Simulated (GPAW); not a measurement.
## C K ELNES/XANES of rock-salt (TiC)₁₋ₓ(ZrC)ₓ at x = 1 from DFT

Aim: the C K edge in rock-salt (TiC)₁₋ₓ(ZrC)ₓ at x = 1, one member of a composition series.

Main program and level: GPAW 26.7.0; X-ray absorption from dipole matrix elements to empty bands, plane-wave PAW LDA.

## 1. The structure

Symmetry: Fm-3m, No. 225, cubic system. The conventional cell has a = 4.700 Å, b = 4.700 Å, c = 4.700 Å, α = 90.00°, β = 90.00°, γ = 90.00°. Nearest to Zr lie 6 C at 2.35 Å. C has 6 Zr at 2.35 Å nearest. 16-atom rock-salt cell, 8 of 8 Ti sites taken by Zr at random, lattice constants typed for the ends and interpolated (Vegard). Farther neighbours are not listed.

Structure file:

```cif
data_structure
_symmetry_space_group_name_H-M 'Fm-3m'
_symmetry_Int_Tables_number 225
_cell_length_a 4.7000
_cell_length_b 4.7000
_cell_length_c 4.7000
_cell_angle_alpha 90.000
_cell_angle_beta 90.000
_cell_angle_gamma 90.000
_cell_volume 103.82
loop_
_atom_site_label
_atom_site_type_symbol
_atom_site_symmetry_multiplicity
_atom_site_Wyckoff_symbol
_atom_site_fract_x
_atom_site_fract_y
_atom_site_fract_z
_atom_site_occupancy
Zr1 Zr 4 a 0.00000 0.00000 0.00000 1
C1 C 4 b 0.00000 0.00000 0.50000 1
```

## 2. Ground state of the crystal

The ground state comes first: it tells whether the system has a gap, which decides how the excited electron is treated.

scf.py

```python
import numpy as np
from ase import Atoms
from ase.parallel import parprint, paropen
from gpaw import GPAW, PW, FermiDirac, Mixer, MixerDif, setup_paths
from gpaw.test import gen
setup_paths.insert(0, '.')
gen('C', name='nch1s', xcname='LDA', corehole=(1, 0, 0), write_xml=True)
from gpaw.mpi import world
world.barrier()

atoms = Atoms('ZrCZrCZrCZrCZrCZrCZrCZrC',
    cell=[[0, 4.7, 4.7],
     [4.7, 0, 4.7],
     [4.7, 4.7, 0]],
    scaled_positions=[[0, 0, 0],
     [0.75, 0.25, 0.25],
     [0, 0, 0.5],
     [0.75, 0.25, 0.75],
     [0, 0.5, 0],
     [0.75, 0.75, 0.25],
     [1, 0.5, 0.5],
     [0.75, 0.75, 0.75],
     [0.5, 0, 0],
     [0.25, 0.25, 0.25],
     [0.5, 1, 0.5],
     [0.25, 0.25, 0.75],
     [0.5, 0.5, 0],
     [0.25, 0.75, 0.25],
     [0.5, 0.5, 0.5],
     [0.25, 0.75, 0.75]],
    pbc=True)
atoms.calc = calc = GPAW(legacy_gpaw=True, mode=PW(500, force_complex_dtype=True), xc='LDA', setups={1: 'nch1s'},
    kpts={'size': (5, 5, 5), 'gamma': True}, occupations=FermiDirac(0.05),
    charge=0, mixer=Mixer(0.1, 5, 50), maxiter=150,
    convergence={'density': 0.0001, 'eigenstates': 1e-6}, txt='scf.txt')
energy = atoms.get_potential_energy() + calc.get_reference_energy()
ef = calc.get_fermi_level()
out = dict(energy=energy, fermi=ef, forces=atoms.get_forces().tolist())
parprint(f'all-electron energy {energy:.4f} eV, Fermi level {ef:.4f} eV')
ev = np.array([[calc.get_eigenvalues(k, s) for k in range(len(calc.get_ibz_k_points()))] for s in range(calc.get_number_of_spins())])
out['homo'], out['lumo'], out['counts'] = ev[ev < ef].max(), ev[ev > ef].min(), sorted(set((ev < ef).sum((0, 2)).tolist()))
out['filled'] = (ev[:, 0] < ef).sum(1).tolist()
import json
with paropen('out.json', 'w') as f:
    json.dump(out, f)
```

The run is started by

```console
$ OMP_NUM_THREADS=1 mpirun -n 4 gpaw python scf.py
```

Numbers of over 12 decimals in the logs are rounded to 6 here.

Log:

```text
Input parameters:
  convergence: {density: 0.0001,
                eigenstates: 1e-06}
  kpts: {gamma: True,
         size: (5, 5, 5)}
  maxiter: 150
  mixer: {backend: pulay,
          beta: 0.1,
          method: separate,
          nmaxold: 5,
          weight: 50}
  mode: {ecut: 500.0,
         force_complex_dtype: True,
         name: pw}
  occupations: {fixmagmom: False,
                name: fermi-dirac,
                width: 0.05}
  setups: {1: nch1s}

Initialize ...

[... PAW data sets ...]

Reference energy: -790442.921876  # eV

Spin-paired calculation

[... convergence settings ...]
Symmetries present (total): 8
  [... symmetry matrices ...]

125 k-points: 5 x 5 x 5 Monkhorst-Pack grid
18 k-points in the irreducible part of the Brillouin zone
       k-points in crystal coordinates                weights
   0:     0.00000000    0.00000000    0.00000000          1/125
   1:     0.00000000    0.20000000    0.20000000          2/125
   2:     0.00000000    0.40000000    0.40000000          2/125
   3:     0.20000000   -0.40000000   -0.40000000          4/125
   4:     0.20000000    0.20000000    0.00000000          4/125
   5:     0.20000000    0.20000000    0.20000000          8/125
   6:     0.20000000    0.40000000   -0.40000000          8/125
   7:     0.20000000    0.40000000    0.20000000          8/125
   8:     0.20000000    0.40000000    0.40000000          8/125
   9:     0.40000000   -0.20000000   -0.40000000          8/125
          ...
  17:     0.40000000    0.40000000    0.40000000          8/125

Wave functions: Plane wave expansion
  Cutoff energy: 500.000 eV
  Number of coefficients (min, max): 5209, 5284
  Pulay-stress correction: 0.000000 eV/Ang^3 (de/decut=0.000000)
  Using FFTW library
  Wavefunction extrapolation:
    Improved wavefunction reuse through dual PAW basis

Occupation numbers: Fermi-Dirac:
  width: 0.0500  # eV

Eigensolver
   Davidson(niter=2)

Densities:
  Coarse grid: 35*35*35 grid
  Fine grid: 70*70*70 grid
  Total Charge: 0.000000

Density mixing:
  Method: separate
  Backend: pulay
  Linear mixing parameter: 0.1
  old densities: 5
  Width of damping distribution: 1.1
  Damping of long wavelength oscillations: 50

[... Hamiltonian set-up ...]
Number of atoms: 16
Number of atomic orbitals: 136
Number of bands in calculation: 81
Number of valence electrons: 128
Bands to converge: occupied

... initialized

Initializing position-dependent things.

Density initialized from atomic densities
Creating initial wave functions:
  81 bands from LCAO basis set

                       Zr    C
                      C    Zr

                       C
                C     Zr   C

              Zr    C
                      C

         Zr   C
             Zr

              Zr
       Zr

Atomic positions and initial magnetic moments

Positions:
   0 Zr     0.000000    0.000000    0.000000    ( 0.0000,  0.0000,  0.0000)
   1 C      2.350000    4.700000    4.700000    ( 0.0000,  0.0000,  0.0000)
   2 Zr     2.350000    2.350000    0.000000    ( 0.0000,  0.0000,  0.0000)
   3 C      4.700000    7.050000    4.700000    ( 0.0000,  0.0000,  0.0000)
   4 Zr     2.350000    0.000000    2.350000    ( 0.0000,  0.0000,  0.0000)
   5 C      4.700000    4.700000    7.050000    ( 0.0000,  0.0000,  0.0000)
   6 Zr     4.700000    7.050000    7.050000    ( 0.0000,  0.0000,  0.0000)
[...]
13 C      4.700000    2.350000    4.700000    ( 0.0000,  0.0000,  0.0000)
  14 Zr     4.700000    4.700000    4.700000    ( 0.0000,  0.0000,  0.0000)
  15 C      7.050000    4.700000    4.700000    ( 0.0000,  0.0000,  0.0000)

Unit cell:
           periodic     x           y           z      points  spacing
  1. axis:    yes    0.000000    4.700000    4.700000    35     0.1551
  2. axis:    yes    4.700000    0.000000    4.700000    35     0.1551
  3. axis:    yes    4.700000    4.700000    0.000000    35     0.1551

  Lengths:   6.646804   6.646804   6.646804
  Angles:   60.000000  60.000000  60.000000

Effective grid spacing dv^(1/3) = 0.1692

iter:   1  -176.222715
iter:   2  -167.423334   -0.46  -0.86
iter:   3  -161.509346   -0.02  -1.01
iter:   4  -161.620080   -1.32  -1.53
iter:   5  -165.855221   -0.48  -1.53
iter:   6  -161.551908   -0.66  -1.20
iter:   7  -161.657016   -2.19  -2.29
iter:   8  -161.611637   -1.56  -2.10
iter:   9  -161.627855c  -2.52  -2.81
iter:  10  -161.652848c  -2.77  -2.52
iter:  11  -161.628958c  -3.62  -2.29
iter:  12  -161.628923c  -4.37  -2.42
iter:  13  -161.615503c  -2.41  -2.42
iter:  14  -161.613109c  -4.17  -2.83
iter:  15  -161.611855c  -4.31  -3.02
iter:  16  -161.611820c  -4.75  -3.67
iter:  17  -161.611826c  -5.88  -4.06c
iter:  18  -161.611866c  -5.48  -4.09c
iter:  19  -161.611835c  -6.17c -3.88
iter:  20  -161.611829c  -5.88  -4.28c
iter:  21  -161.611829c  -7.45c -4.57c

Converged after 21 iterations.

Dipole moment: (0.000000, -0.000000, -0.000000) |e|*Ang

Energy contributions relative to reference atoms: (reference = -790442.921876)

Kinetic:        +85.915827
Potential:     -103.925212
External:        +0.000000
XC:            -146.254232
Entropy (-ST):   -0.020674
Local:           +2.662125
SIC:             +0.000000
--------------------------
Free energy:   -161.622167
Extrapolated:  -161.611829

Showing only first 2 kpts
 Kpt  Band  Eigenvalues  Occupancy
  0    62     10.26218    0.43539
  0    63     10.26218    0.43539
  0    64     11.13016    0.00000
  0    65     11.13016    0.00000

  1    62     10.11190    1.69792
  1    63     10.27130    0.37645
  1    64     10.27131    0.37642
  1    65     10.83446    0.00001

Fermi level: 10.19822

No gap
No difference between direct/indirect transitions

Forces in eV/Ang:
  0 Zr    0.00000   -0.00000    0.00000
  1 C     0.00001   -0.00000   -0.00000
  2 Zr   -0.00000   -0.00000    0.00000
  3 C    -0.00000   -0.00001    0.00000
  4 Zr   -0.00000    0.00000   -0.00000
  5 C    -0.00000    0.00000   -0.00001
  6 Zr    0.00000   -0.00000   -0.00000
[...]
13 C    -0.00000    0.00001    0.00000
 14 Zr   -0.00000   -0.00000    0.00000
 15 C    -0.00001   -0.00000   -0.00000
Scalar-relativistic atomic LDA calculation for C (Carbon, Z=6)
Core hole in 1s state (1s occupation: 2.0)
300 radial gridpoints.
|------------------------------------------------|
|------------------------------------------------|
[... the atom generator's iteration count ...]

Energy contributions:
-------------------------
Kinetic:      +37.233774
XC:            -4.729621
Potential:    -69.944456
-------------------------
Total:        -37.440303

state      eigenvalue         ekin         rmax
-----------------------------------------------
1s^2.0 :    -9.951671    15.733548        0.175
2s^2.0 :    -0.501207     1.649369        1.216
2p^2.0 :    -0.198967     1.233970        1.191
-----------------------------------------------
(units: Bohr and Hartree)

Generating PAW setup
Kinetic energy of the core from tauc = 31.481335
Cutoffs:
rc(s)=1.200
rc(p)=1.200
rc(d)=1.200
rc(vbar)=1.080
rc(comp)=1.200
rc(nct)=1.200

Kinetic energy of the core states: 31.467096
Charge: 0.0
Core electrons: 2.0
Valence electrons: 4.0
Pseudo-core charge: 0.032813
Shape function alpha=6.944
Pseudo-electron charge 4.032078
state    eigenvalue         norm
--------------------------------
2s(2) :    -0.501207     1.045313
*s    :     0.498793
2p(2) :    -0.198967     0.954320
*p    :     0.801033
*d    :     0.000000
--------------------------------

Diagonalizing with gridspacing h=0.050

state   all-electron     PAW
-------------------------------
2s:      -0.501207    -0.501829
2p:      -0.198967    -0.199729
*d:                    0.045938
*f:                    0.074849
-------------------------------
all-electron energy -790604.5337 eV, Fermi level 10.1982 eV
```

Run time: 1.9 min. Hardware: 4 MPI ranks of Arm Neoverse V1, shared host; peak memory 0.37 GiB; 7.5 min of CPU time.

The mesh shows no gap, so the system is treated as a metal and the core electron is put at the Fermi level (neutral cell).

## 3. Reference energy of the cell

The photon energy needs a difference of total energies, so the cell and mesh of the coming hole run are first run without a hole.

Edit scf.py of step 2 so:

```diff
@@ -20,3 +20,3 @@
      [0.75, 0.75, 0.25],
-     [1, 0.5, 0.5],
+     [0, 0.5, 0.5],
      [0.75, 0.75, 0.75],
@@ -24,3 +24,3 @@
      [0.25, 0.25, 0.25],
-     [0.5, 1, 0.5],
+     [0.5, 0, 0.5],
      [0.25, 0.25, 0.75],
@@ -32,3 +32,3 @@
 atoms.calc = calc = GPAW(legacy_gpaw=True, mode=PW(500, force_complex_dtype=True), xc='LDA', setups={1: 'nch1s'},
-    kpts={'size': (5, 5, 5), 'gamma': True}, occupations=FermiDirac(0.05),
+    kpts={'size': (4, 4, 4), 'gamma': True}, occupations=FermiDirac(0.1),
     charge=0, mixer=Mixer(0.1, 5, 50), maxiter=150,
```

Log:

```text
Input parameters:
  convergence: {density: 0.0001,
                eigenstates: 1e-06}
  kpts: {gamma: True,
         size: (4, 4, 4)}
  maxiter: 150
  mixer: {backend: pulay,
          beta: 0.1,
          method: separate,
          nmaxold: 5,
          weight: 50}
  mode: {ecut: 500.0,
         force_complex_dtype: True,
         name: pw}
  occupations: {fixmagmom: False,
                name: fermi-dirac,
[...]
2s(2) :    -0.501207     1.045313
*s    :     0.498793
2p(2) :    -0.198967     0.954320
*p    :     0.801033
*d    :     0.000000
--------------------------------

Diagonalizing with gridspacing h=0.050

state   all-electron     PAW
-------------------------------
2s:      -0.501207    -0.501829
2p:      -0.198967    -0.199729
*d:                    0.045938
*f:                    0.074849
-------------------------------
all-electron energy -790604.5326 eV, Fermi level 10.1655 eV
[key lines of the parts left out:]
Converged after 23 iterations.
Dipole moment: (0.000000, 0.000000, 0.000000) |e|*Ang
Free energy:   -161.651918
Fermi level: 10.16550
```

Run time: 99 s. Hardware: 4 MPI ranks; peak memory 0.36 GiB.

Reference energy: -790604.533 eV with the cores included.

(Continued in part 2 of 2.)

[Banner, clock and machine lines of the logs are left out without a mark of their own.]

[Logs are printed without paths, hosts, clocks, repeated set-up lines and the standing remarks that a program may print on its own settings, such as how far it seeks lower states.]

[Hosts, paths, dates, database ids (printed as entryN), source tags and the programs' standing remarks are cut or masked in the printed files.]

[Lists of maxima count a maximum above −3 eV only where it reaches 4 % of the highest in the window and stands out from its surroundings by 2 % of it (1.5 % where it reaches 55 %); shoulders and weaker maxima are passed over, and of the rest the first, up to two pre-edge ones and the few strongest are named.]
